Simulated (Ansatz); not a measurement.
# SiO2: the cost of one run

Program: Ansatz 0.2.0. Level of theory: DFT PBE, scalar-relativistic, plane waves, PAW. These are calculated values, not measurements.

## Step 1: Starting point

Symmetry: P4_12_12, No. 92, tetragonal system. The conventional cell has a = 4.982 Å, b = 4.982 Å, c = 6.963 Å, α = 90.00°, β = 90.00°, γ = 90.00°. Si (site symmetry 2) is surrounded by 4 O at 1.60 to 1.61 Å. Around O (site symmetry 1) lie 2 Si at 1.60 to 1.61 Å.

Structure file:

```cif
data_structure
_symmetry_space_group_name_H-M 'P4_12_12'
_symmetry_Int_Tables_number 92
_cell_length_a 4.9820
_cell_length_b 4.9820
_cell_length_c 6.9630
_cell_angle_alpha 90.000
_cell_angle_beta 90.000
_cell_angle_gamma 90.000
_cell_volume 172.82
loop_
_atom_site_label
_atom_site_type_symbol
_atom_site_symmetry_multiplicity
_atom_site_Wyckoff_symbol
_atom_site_fract_x
_atom_site_fract_y
_atom_site_fract_z
_atom_site_occupancy
Si1 Si 4 a 0.29897 0.29897 0.50000 1
O1 O 8 b 0.23989 0.10347 0.67813 1
```

The runs take a perfect supercell of 48 atoms; the defect goes to fractional position (0.141, 0.209, 0.172).

## Step 2: The perfect supercell

The input, input.yaml:

```yaml
crystal:
  lattice:
    - [-4.982, 4.982, 6.963]
    - [4.982, -4.982, 6.963]
    - [4.982, 4.982, -6.963]
  atoms:
    - { symbol: Si, position: [0.149485, 0.149485, 0.29897] }
    - { symbol: Si, position: [0.649485, 0.649485, 0.29897] }
    - { symbol: Si, position: [0.649485, 0.149485, 0.79897] }
    - { symbol: Si, position: [0.149485, 0.649485, 0.79897] }
    - { symbol: Si, position: [0.024485, 0.225515, 0.0] }
    - { symbol: Si, position: [0.524485, 0.725515, 0.0] }
    - { symbol: Si, position: [0.524485, 0.225515, 0.5] }
    - { symbol: Si, position: [0.024485, 0.725515, 0.5] }
    - { symbol: Si, position: [0.600515, 0.100515, 0.20103] }
    - { symbol: Si, position: [0.100515, 0.600515, 0.20103] }
    - { symbol: Si, position: [0.100515, 0.100515, 0.70103] }
    - { symbol: Si, position: [0.600515, 0.600515, 0.70103] }
    - { symbol: Si, position: [0.475515, 0.274485, 0.0] }
    - { symbol: Si, position: [0.975515, 0.774485, 0.0] }
    - { symbol: Si, position: [0.975515, 0.274485, 0.5] }
    - { symbol: Si, position: [0.475515, 0.774485, 0.5] }
    - { symbol: O, position: [0.1408, 0.20901, 0.17168] }
    - { symbol: O, position: [0.6408, 0.70901, 0.17168] }
    - { symbol: O, position: [0.6408, 0.20901, 0.67168] }
    - { symbol: O, position: [0.1408, 0.70901, 0.67168] }
    - { symbol: O, position: [0.08401, 0.41233, 0.06821] }
    - { symbol: O, position: [0.58401, 0.91233, 0.06821] }
    - { symbol: O, position: [0.58401, 0.41233, 0.56821] }
    - { symbol: O, position: [0.08401, 0.91233, 0.56821] }
    - { symbol: O, position: [0.78733, 0.21912, 0.32832] }
    - { symbol: O, position: [0.28733, 0.71912, 0.32832] }
    - { symbol: O, position: [0.28733, 0.21912, 0.82832] }
    - { symbol: O, position: [0.78733, 0.71912, 0.82832] }
    - { symbol: O, position: [0.09412, 0.2658, 0.43179] }
    - { symbol: O, position: [0.59412, 0.7658, 0.43179] }
    - { symbol: O, position: [0.59412, 0.2658, 0.93179] }
    - { symbol: O, position: [0.09412, 0.7658, 0.93179] }
    - { symbol: O, position: [0.4842, 0.15588, 0.06821] }
    - { symbol: O, position: [0.9842, 0.65588, 0.06821] }
    - { symbol: O, position: [0.9842, 0.15588, 0.56821] }
    - { symbol: O, position: [0.4842, 0.65588, 0.56821] }
    - { symbol: O, position: [0.54099, 0.1092, 0.32832] }
    - { symbol: O, position: [0.04099, 0.6092, 0.32832] }
    - { symbol: O, position: [0.04099, 0.1092, 0.82832] }
    - { symbol: O, position: [0.54099, 0.6092, 0.82832] }
    - { symbol: O, position: [0.33767, 0.16599, 0.43179] }
    - { symbol: O, position: [0.83767, 0.66599, 0.43179] }
    - { symbol: O, position: [0.83767, 0.16599, 0.93179] }
    - { symbol: O, position: [0.33767, 0.66599, 0.93179] }
    - { symbol: O, position: [0.53088, 0.46267, 0.17168] }
    - { symbol: O, position: [0.03088, 0.96267, 0.17168] }
    - { symbol: O, position: [0.03088, 0.46267, 0.67168] }
    - { symbol: O, position: [0.53088, 0.96267, 0.67168] }
basis:
  ecutwfc: 420
  fft_grid_basis: typed
kpoints:
  mp_grid: { grid: [2, 2, 2] }
hamiltonian:
  xc: pbe
  pseudopotentials: { kind: paw }
scf:
  occupations: { method: gaussian, width: 0.05 }
output:
  forces: true
  stress: false
  eigenvalues: true
  bader: false
  write_density: true
  volumetric_format: npy
```

Command:

```bash
ansatz run input.yaml --threads 4 --pin off --max-ram 10240MiB --backend cpu --events-out ev --progress --plain --runs-dir out
```

Q: Estimate wall time and peak memory on 4 threads of Intel Xeon Platinum 8488C (Sapphire Rapids), shared host.

About 5.1 s, with a peak of 2.5 GiB.
